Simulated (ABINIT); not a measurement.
# GaN (P6_3mc) in ABINIT: reference runs

Reference runs on GaN: the cell as given and a disturbed copy.

Everything below comes from runs of ABINIT 10.8.3 (patched build). Logs are shortened: lines on timing, memory, paths and dates and some standing lists are left out, and cuts for length are marked. The log counts tension as positive stress, the text compression.

**Measured values to compare with.**

From “Studying electronic properties in GaN without electrical contacts using γ-γ vs e−-γ Perturbed Angular Correlations”, 2019, pmc:6823545, for a bulk crystal of GaN: band gap 3.503 ± 0.005 eV (direct).

How close the calculation comes is told below.

## Step 1: Starting point

Symmetry: P6_3mc, No. 186, hexagonal system. The conventional cell has a = 3.180 Å, b = 3.180 Å, c = 5.166 Å, α = 90.00°, β = 90.00°, γ = 120.00°. Ga (site symmetry 3m) is surrounded by 4 N at 1.94 to 1.95 Å. N (site symmetry 3m) is surrounded by 4 Ga at 1.94 to 1.95 Å.

## Step 2: Single point, PBE

run.abi

```
# Pseudopotentials
pp_dirpath "./"
pseudos "Ga.GGA_PBE-JTH.xml, N.GGA_PBE-JTH.xml"

# Structure
acell 6.0093290763 6.0093290763 9.7623251598
rprim
     1.0000000000     0.0000000000     0.0000000000
    -0.5000000000     0.8660254038     0.0000000000
     0.0000000000     0.0000000000     1.0000000000
ntypat 2
znucl 31 7
natom 4
typat 1 1 2 2
xred
     0.6666666667     0.3333333333     0.5000000000
     0.3333333333     0.6666666667     0.0000000000
     0.6666666667     0.3333333333     0.8750000000
     0.3333333333     0.6666666667     0.3750000000

# Plane-wave basis
ecut 26.0
pawecutdg 48.0

# k points
kptopt 1
ngkpt 10 10 5
nshiftk 1
shiftk 0.0 0.0 0.0

# Exchange and correlation
ixc 11

# Bands and occupations
nband 22
occopt 3
tsmear 0.05 eV

# SCF cycle
nstep 100
tolvrs 1.0e-9

# Output
iomode 3
prtwf 0
prtden 0
prteig 0
prtebands 0
enunit 2
```

Potentials or basis: JTH PAW PBE v2.0.

The run is started by

```
abinit run.abi > log 2>&1
```

run.abo:

```text
.Version 10.8.3 of ABINIT
 Symmetries : space group P6_3 m c (#186); Bravais hP (primitive hexag.)
================================================================================
 Values of the parameters that define the memory need of the present run
     intxc =       0    ionmov =       0      iscf =      17    lmnmax =      18
     lnmax =       6     mgfft =      48  mpssoang =       3    mqgrid =    3045
     natom =       4  nloc_mem =       2    nspden =       1   nspinor =       1
    nsppol =       1      nsym =      12    n1xccc =       1    ntypat =       2
    occopt =       3   xclevel =       2
       mpw =        1948          nfft =       43200          nkpt =          42
 PAW method is used; the additional fine FFT grid is defined by:
   mgfftf=        64    nfftf =    102400
================================================================================
================================================================================

--------------------------------------------------------------------------------
------------- Echo of variables that govern the present computation ------------
--------------------------------------------------------------------------------
 -outvars: echo values of preprocessed input variables --------
            acell      6.0093290763E+00  6.0093290763E+00  9.7623251598E+00 Bohr
              amu      6.97230000E+01  1.40067400E+01
             ecut      2.60000000E+01 Hartree
           enunit           2
              ixc          11
         kptrlatt       10    0    0      0   10    0      0    0    5
          kptrlen      4.88116258E+01
            natom           4
            nband          22
            ngfft          30      30      48
          ngfftdg          40      40      64
             nkpt          42
            nstep         100
             nsym          12
           ntypat           2
           occopt           3
        pawecutdg      4.80000000E+01 Hartree
         pawxcdev           0
           prtden           0
        prtebands           0
           prteig           0
            prtwf           0
            rprim      1.0000000000E+00  0.0000000000E+00  0.0000000000E+00
                      -5.0000000000E-01  8.6602540380E-01  0.0000000000E+00
                       0.0000000000E+00  0.0000000000E+00  1.0000000000E+00
          spgroup         186
           tolvrs      1.00000000E-09
           tsmear      1.83746611E-03 Hartree
            typat      1  1  2  2
           useylm           1
           xangst      1.5899999989E+00  9.1798692740E-01  2.5829999982E+00
                      -3.7217767267E-16  1.8359738548E+00  0.0000000000E+00
                       1.5899999989E+00  9.1798692740E-01  4.5202499969E+00
                      -3.7217767267E-16  1.8359738548E+00  1.9372499987E+00
            xcart      3.0046645381E+00  1.7347438800E+00  4.8811625799E+00
                      -7.0331387152E-16  3.4694877599E+00  0.0000000000E+00
                       3.0046645381E+00  1.7347438800E+00  8.5420345148E+00
                      -7.0331387152E-16  3.4694877599E+00  3.6608719349E+00
             xred      6.6666666667E-01  3.3333333333E-01  5.0000000000E-01
                       3.3333333333E-01  6.6666666667E-01  0.0000000000E+00
                       6.6666666667E-01  3.3333333333E-01  8.7500000000E-01
                       3.3333333333E-01  6.6666666667E-01  3.7500000000E-01
            znucl       31.00000    7.00000

================================================================================

 chkinp: Checking input parameters for consistency.

================================================================================
== DATASET  1 ==================================================================

--- !DatasetInfo
iteration_state: {dtset: 1, }
dimensions: {natom: 4, nkpt: 42, mband: 22, nsppol: 1, nspinor: 1, nspden: 1, mpw: 1948, }
cutoff_energies: {ecut:  26.0, pawecutdg:  48.0, }
electrons: {nelect:   3.60000000E+01, charge:   0.00000000E+00, occopt:   3.00000000E+00, tsmear:   1.83746611E-03, }
meta: {optdriver: 0, ionmov: 0, optcell: 0, iscf: 17, paral_kgb: 0, }
...

 Exchange-correlation functional for the present dataset will be:
  GGA: Perdew-Burke-Ernzerhof functional - ixc=11
  J.P.Perdew, K.Burke, M.Ernzerhof, PRL 77, 3865 (1996)

 Real(R)+Recip(G) space primitive vectors, cartesian coordinates (Bohr,Bohr^-1):
 R(1)=  6.0093291  0.0000000  0.0000000  G(1)=  0.1664079  0.0960757  0.0000000
 R(2)= -3.0046645  5.2042316  0.0000000  G(2)=  0.0000000  0.1921513  0.0000000
 R(3)=  0.0000000  0.0000000  9.7623252  G(3)=  0.0000000  0.0000000  0.1024346
 Unit cell volume ucvol=  3.0530638E+02 bohr^3
 Angles (23,13,12)=  9.00000000E+01  9.00000000E+01  1.20000000E+02 degrees
[... 95 lines left out ...]
 Atom  Sphere_radius  Integrated_density
    1        2.10359         11.19143698
    2        2.10359         11.19143698
    3        1.20497          2.55842099
    4        1.20497          2.55842099

================================================================================

 ----iterations are completed or convergence reached----

 Mean square residual over all n,k,spin=   24.172E-11; max=  80.571E-09
 reduced coordinates (array xred) for    4 atoms
       0.666666666667      0.333333333333      0.500000000000
       0.333333333333      0.666666666667      0.000000000000
       0.666666666667      0.333333333333      0.875000000000
       0.333333333333      0.666666666667      0.375000000000
 rms dE/dt=  1.5096E-02; max dE/dt=  2.6150E-02; dE/dt below (all hartree)
    1      -0.000000000000      0.000000000000      0.026150445718
    2       0.000000000000      0.000000000000      0.026150445718
    3       0.000000000000      0.000000000000     -0.026144304259
    4       0.000000000000      0.000000000000     -0.026144304259

 cartesian coordinates (angstrom) at end:
    1      1.58999999891869     0.91798692740371     2.58299999824324
    2     -0.00000000000000     1.83597385480742     0.00000000000000
    3      1.58999999891869     0.91798692740371     4.52024999692566
    4     -0.00000000000000     1.83597385480742     1.93724999868243

 cartesian forces (hartree/bohr) at end:
    1      0.00000000000000     0.00000000000000    -0.00267839623863
    2     -0.00000000000000    -0.00000000000000    -0.00267839623863
    3     -0.00000000000000    -0.00000000000000     0.00267839623863
    4     -0.00000000000000    -0.00000000000000     0.00267839623863
 frms,max,avg= 1.5463728E-03 2.6783962E-03   0.000E+00  0.000E+00 -3.145E-07 h/b

 cartesian forces (eV/Angstrom) at end:
    1      0.00000000000000     0.00000000000000    -0.13772867220438
    2     -0.00000000000000    -0.00000000000000    -0.13772867220438
    3     -0.00000000000000    -0.00000000000000     0.13772867220438
    4     -0.00000000000000    -0.00000000000000     0.13772867220438
 frms,max,avg= 7.9517686E-02 1.3772867E-01   0.000E+00  0.000E+00 -1.617E-05 e/A
 length scales=  6.009329076300  6.009329076300  9.762325159800 bohr
              =  3.179999997837  3.179999997837  5.165999996486 angstroms
 Fermi (or HOMO) energy (hartree) =   0.25465   Average Vxc (hartree)=  -0.39655
 Eigenvalues (hartree) for nkpt=  42  k points:
 kpt#   1, nband= 22, wtk=  0.00200, kpt=  0.0000  0.0000  0.0000 (reduced coord)
  -0.37351   -0.33826   -0.27760   -0.27682   -0.27682   -0.27447   -0.27447   -0.26748
  -0.26748   -0.26369   -0.26369   -0.21787   -0.04541    0.17820    0.17820    0.21511
   0.21730    0.21730    0.28933    0.37501    0.55724    0.58168
      occupation numbers for kpt#   1
   2.00000    2.00000    2.00000    2.00000    2.00000    2.00000    2.00000    2.00000
   2.00000    2.00000    2.00000    2.00000    2.00000    2.00000    2.00000    2.00000
   2.00000    2.00000    0.00000    0.00000    0.00000    0.00000
 prteigrs : prtvol=0 or 1, do not print more k-points.

 Fermi (or HOMO) energy (eV) =   6.92934   Average Vxc (eV)= -10.79075
 Eigenvalues (   eV  ) for nkpt=  42  k points:
 kpt#   1, nband= 22, wtk=  0.00200, kpt=  0.0000  0.0000  0.0000 (reduced coord)
 -10.16381   -9.20449   -7.55391   -7.53260   -7.53260   -7.46873   -7.46873   -7.27854
  -7.27854   -7.17542   -7.17542   -5.92853   -1.23559    4.84896    4.84896    5.85336
   5.91293    5.91293    7.87302   10.20465   15.16328   15.82823
 prteigrs : prtvol=0 or 1, do not print more k-points.

--- !EnergyTerms
iteration_state     : {dtset: 1, }
comment             : Components of total free energy in Hartree
kinetic             :  2.18407837904764E+01
hartree             :  4.67044012389854E+01
xc                  : -8.69082375024695E+00
Ewald energy        : -1.17003474182718E+02
psp_core            :  6.29929879876201E+00
local_psp           : -1.29615931471257E+02
PAW spherical_terms :  2.18833717716265E+00
internal            : -1.78277408398836E+02
'-kT*entropy'       : -1.97099143276374E-12
total_energy        : -1.78277408398838E+02
total_energy_eV     : -4.85117541887327E+03
...

--- !EnergyTermsDC
iteration_state     : {dtset: 1, }
comment             : '"Double-counting" decomposition of free energy'
band_energy         : -5.38084968660411E+00
Ewald energy        : -1.17003474182718E+02
psp_core            :  6.29929879876201E+00
xc_dc               : -4.48529120022046E+01
PAW spherical_terms : -1.73394643917425E+01
internal            : -1.78277401464508E+02
'-kT*entropy'       : -1.97099143276374E-12
total_energy_dc     : -1.78277401464510E+02
total_energy_dc_eV  : -4.85117523018059E+03
...

--- !EnergyTermsWithPAWCore
iteration_state     : {dtset: 1, }
comment             : 'Components of total free energy, including PAW core contributions'
Total energy        : -3.99767213292275E+03
Total energy DC     : -3.99767212598842E+03
Total energy (eV)   : -1.08782200493756E+05
Total energy DC (eV): -1.08782200305063E+05
...

 Cartesian components of stress tensor (hartree/bohr^3)
  sigma(1 1)= -2.41106348E-04  sigma(3 2)=  0.00000000E+00
  sigma(2 2)= -2.41106349E-04  sigma(3 1)=  0.00000000E+00
  sigma(3 3)= -3.14656172E-04  sigma(2 1)=  0.00000000E+00

-Cartesian components of stress tensor (GPa)         [Pressure=  7.8149E+00 GPa]
- sigma(1 1)= -7.09359367E+00  sigma(3 2)=  0.00000000E+00
- sigma(2 2)= -7.09359369E+00  sigma(3 1)=  0.00000000E+00
- sigma(3 3)= -9.25750420E+00  sigma(2 1)=  0.00000000E+00

== END DATASET(S) ==============================================================
================================================================================

 -outvars: echo values of variables after computation  --------
            acell      6.0093290763E+00  6.0093290763E+00  9.7623251598E+00 Bohr
           etotal     -1.7827740146E+02
            fcart      3.5846200985E-28  2.0695813788E-28 -2.6783962386E-03
                      -3.5846200985E-28 -2.0695813788E-28 -2.6783962386E-03
                      -0.0000000000E+00 -0.0000000000E+00  2.6783962386E-03
                      -0.0000000000E+00 -0.0000000000E+00  2.6783962386E-03
            rprim      1.0000000000E+00  0.0000000000E+00  0.0000000000E+00
                      -5.0000000000E-01  8.6602540380E-01  0.0000000000E+00
                       0.0000000000E+00  0.0000000000E+00  1.0000000000E+00
           strten     -2.4110634829E-04 -2.4110634903E-04 -3.1465617219E-04
                       0.0000000000E+00  0.0000000000E+00  0.0000000000E+00
           xangst      1.5899999989E+00  9.1798692740E-01  2.5829999982E+00
                      -3.7217767267E-16  1.8359738548E+00  0.0000000000E+00
                       1.5899999989E+00  9.1798692740E-01  4.5202499969E+00
                      -3.7217767267E-16  1.8359738548E+00  1.9372499987E+00
             xred      6.6666666667E-01  3.3333333333E-01  5.0000000000E-01
                       3.3333333333E-01  6.6666666667E-01  0.0000000000E+00
                       6.6666666667E-01  3.3333333333E-01  8.7500000000E-01
                       3.3333333333E-01  6.6666666667E-01  3.7500000000E-01
 Calculation completed.
```

Wall time 77 s (1 thread of Arm Neoverse V1, shared host); peak memory 0.16 GiB.

What came out:

```
Free energy                                           : -4851.1752 eV
Pressure                                              : 7.8 GPa
Largest force                                         : 0.138 eV/Å
Band gap on the k mesh                                : 1.96 eV, direct
Valence electrons inside the program's atomic spheres : Ga 11.19; N 2.56
```

Forces in eV/Å, atoms in the order of the input:
```
Ga   0.000  0.000 -0.138
Ga   0.000  0.000 -0.138
N    0.000  0.000  0.138
N    0.000  0.000  0.138
```

## Step 3: Single point, PBE (atoms moved at random, drawn with an rms of 0.05 Å)

run.abi

```
# Pseudopotentials
pp_dirpath "./"
pseudos "Ga.GGA_PBE-JTH.xml, N.GGA_PBE-JTH.xml"

# Structure
acell 3.18 3.18 5.166 Angstrom
rprim
     1.0000000000     0.0000000000     0.0000000000
    -0.5000000000     0.8660254038     0.0000000000
     0.0000000000     0.0000000000     1.0000000000
ntypat 2
znucl 31 7
natom 4
typat 1 1 2 2
xred
     0.6779320000     0.3377420000     0.4989470000
     0.3459920000     0.6697240000     0.0105920000
     0.6702470000     0.3425430000     0.8761860000
     0.3341970000     0.6529300000     0.3742130000
chkprim 0
chksymtnons 0
tolsym 1.0e-6

# Plane-wave basis
ecut 707.496042 eV
pawecutdg 48.0

# k points
kptopt 1
ngkpt 10 10 5
nshiftk 1
shiftk 0.0 0.0 0.0

# Exchange and correlation
ixc 11

# Bands and occupations
nband 22
occopt 3
tsmear 0.00183747

# SCF cycle
nstep 100
tolvrs 1.0e-9

# Output
iomode 3
prtwf 0
prteig 0
prtebands 0
enunit 2
prtden 1
prtvha 1
prtvclmb 1
prtpot 1
```

Potentials or basis: JTH PAW PBE v2.0.

The run is started by

```
abinit run.abi > log 2>&1
```

run.abo:

```text
.Version 10.8.3 of ABINIT
 Symmetries : space group P1 (#  1); Bravais aP (primitive triclinic)
================================================================================
 Values of the parameters that define the memory need of the present run
     intxc =       0    ionmov =       0      iscf =      17    lmnmax =      18
     lnmax =       6     mgfft =      48  mpssoang =       3    mqgrid =    3045
     natom =       4  nloc_mem =       2    nspden =       1   nspinor =       1
    nsppol =       1      nsym =       1    n1xccc =       1    ntypat =       2
    occopt =       3   xclevel =       2
       mpw =        1948          nfft =       43200          nkpt =         252
 PAW method is used; the additional fine FFT grid is defined by:
   mgfftf=        64    nfftf =    102400
================================================================================
================================================================================

--------------------------------------------------------------------------------
------------- Echo of variables that govern the present computation ------------
--------------------------------------------------------------------------------
 -outvars: echo values of preprocessed input variables --------
            acell      6.0093290804E+00  6.0093290804E+00  9.7623251664E+00 Bohr
              amu      6.97230000E+01  1.40067400E+01
          chkprim           0
      chksymtnons           0
             ecut      2.60000000E+01 Hartree
           enunit           2
                       outvar_i_n : Printing only first  50 k-points.
              ixc          11
                       outvar_i_n : Printing only first  50 k-points.
[... 269 lines left out ...]
...

 Cartesian components of stress tensor (hartree/bohr^3)
  sigma(1 1)= -2.98530302E-04  sigma(3 2)=  2.27807885E-05
  sigma(2 2)= -1.44162676E-04  sigma(3 1)=  3.27061447E-05
  sigma(3 3)= -4.09423759E-04  sigma(2 1)=  3.57231950E-05

-Cartesian components of stress tensor (GPa)         [Pressure=  8.3567E+00 GPa]
- sigma(1 1)= -8.78306473E+00  sigma(3 2)=  6.70233937E-01
- sigma(2 2)= -4.24141237E+00  sigma(3 1)=  9.62247998E-01
- sigma(3 3)= -1.20456629E+01  sigma(2 1)=  1.05101268E+00

== END DATASET(S) ==============================================================
================================================================================

 -outvars: echo values of variables after computation  --------
            acell      6.0093290804E+00  6.0093290804E+00  9.7623251664E+00 Bohr
           etotal     -1.7827474262E+02
            fcart     -1.6971491766E-03 -1.0450230784E-02  9.7815740603E-03
                      -8.9226661146E-03  3.6113459447E-03 -2.8511915350E-02
                       9.7326410501E-03 -5.0692112104E-03  3.9572170458E-03
                       8.8717424114E-04  1.1908096050E-02  1.4773124244E-02
            rprim      1.0000000000E+00  0.0000000000E+00  0.0000000000E+00
                      -5.0000000000E-01  8.6602540380E-01  0.0000000000E+00
                       0.0000000000E+00  0.0000000000E+00  1.0000000000E+00
           strten     -2.9853030225E-04 -1.4416267617E-04 -4.0942375931E-04
                       2.2780788490E-05  3.2706144665E-05  3.5723195046E-05
           xangst      1.6188139800E+00  9.3012822314E-01  2.5775602020E+00
                       3.5393400000E-02  1.8443936322E+00  5.4718272000E-02
                       1.5867420900E+00  9.4334998886E-01  4.5263768760E+00
                       2.4587760000E-02  1.7981436148E+00  1.9331843580E+00
             xred      6.7793200000E-01  3.3774200000E-01  4.9894700000E-01
                       3.4599200000E-01  6.6972400000E-01  1.0592000000E-02
                       6.7024700000E-01  3.4254300000E-01  8.7618600000E-01
                       3.3419700000E-01  6.5293000000E-01  3.7421300000E-01
 Calculation completed.
```

Run time: 9 min. Hardware: 1 thread of Arm Neoverse V1, shared host; peak memory 0.42 GiB.

What came out:

- Free energy: -4851.1029 eV
- Pressure: 8.4 GPa
- Largest force: 1.547 eV/Å
- Band gap on the k mesh: 1.85 eV, direct
- Valence electrons inside the program's atomic spheres: Ga 11.19, 11.21; N 2.56, 2.58

Forces on the atoms (eV/Å):
```
Ga  -0.087 -0.537  0.503
Ga  -0.459  0.186 -1.466
N    0.500 -0.261  0.203
N    0.046  0.612  0.760
```

## Step 4: Against experiment

Step 2. Against the measured gap of GaN, 3.503 eV (direct; quoted in “Studying electronic properties in GaN without electrical contacts using γ-γ vs e−-γ Perturbed Angular Correlations”, 2019, pmc:6823545), the calculated 1.96 eV is off by -1.54 eV. Spin-orbit coupling on Ga is left out. The value is that of PBE, without temperature or zero-point motion. Semilocal functionals fall short of measured gaps as a rule.
